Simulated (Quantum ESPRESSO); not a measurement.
**NaI: dielectric tensor and Born charges under several settings**

```
I Na
1.0
     0.00000    3.23640    3.23640
     3.23640    0.00000    3.23640
     3.23640    3.23640    0.00000
I Na
1 1
Direct
  0.50000 0.50000 0.50000
  0.00000 0.00000 0.00000
```

All runs used Quantum ESPRESSO 7.5; k mesh 6 × 6 × 6, shifted; given cell; cutoff 1197 eV; occupations smeared at first, fixed for the response.

```tsv
level	potentials	spin	pressure (GPa)	ε∞ (diagonal)
PBE	PseudoDojo 0.4 FR PBE standard	spin-orbit coupling, no magnetisation	0.5	3.41
PBE	PseudoDojo 0.4.1 SR PBE standard	no spin polarisation	?	?
```

**Question.** What stands in the row left open?

**Answer.** Pressure 0.4 GPa; ε∞ 3.38.
